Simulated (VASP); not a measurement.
Here is a VASP 6.6.1 calculation.

INCAR

```
SYSTEM = GaP
PREC     = Accurate       ! precision mode
ENCUT    = 600            ! plane-wave cutoff, eV
EDIFF    = 1E-7           ! SCF threshold, eV
ISMEAR   = 0              ! smearing method
SIGMA    = 0.03           ! smearing width, eV
LREAL    = .FALSE.        ! projectors in reciprocal space
LASPH    = .TRUE.         ! aspherical terms in the spheres
NELM     = 80             ! most SCF steps
ALGO     = Normal         ! electronic algorithm
ISIF     = 3              ! what is computed and relaxed
LWAVE    = .FALSE.        ! write WAVECAR
LCHARG   = .FALSE.        ! write CHGCAR
GGA      = PS             ! functional
IBRION   = 2              ! ionic algorithm
NSW      = 90             ! ionic steps
EDIFFG   = -0.005         ! ionic threshold
```

KPOINTS

```
Automatic mesh
0
G
  8 8 8
  0 0 0
```

Contents of POSCAR:

```
GaP                                     
1.0
   -0.0000000000      2.7184163015      2.7184163015
    2.7184163015      0.0000000000      2.7184163015
    2.7184163015      2.7184163015     -0.0000000000
  Ga              P             
     1     1
Direct
     0.0000000000000000    0.0000000000000000    0.0000000000000000
     0.2500000000000000    0.2500000000000000    0.2500000000000000
```

Potentials or basis: VASP PAW PBE potentials, release 64 (Ga_d, P).

The run is started by

```console
$ cat potpaw_PBE.64/Ga_d/POTCAR potpaw_PBE.64/P/POTCAR > POTCAR
$ mpirun -np 1 vasp_std > vasp.out
```

What does it give for the band gap on the k mesh?

1.50 eV, indirect (least direct gap 1.81 eV).

Final structure:
```cif
data_structure
_symmetry_space_group_name_H-M 'P 1'
_symmetry_Int_Tables_number 1
_cell_length_a 3.8444
_cell_length_b 3.8444
_cell_length_c 3.8444
_cell_angle_alpha 60.000
_cell_angle_beta 60.000
_cell_angle_gamma 60.000
_cell_volume 40.18
loop_
_atom_site_label
_atom_site_type_symbol
_atom_site_fract_x
_atom_site_fract_y
_atom_site_fract_z
_atom_site_occupancy
Ga1 Ga 0.00000 0.00000 0.00000 1
P1 P 0.25000 0.25000 0.25000 1
```

Caveat: the relaxation stopped at its first step, so nothing moved. A k mesh can miss the band edges.
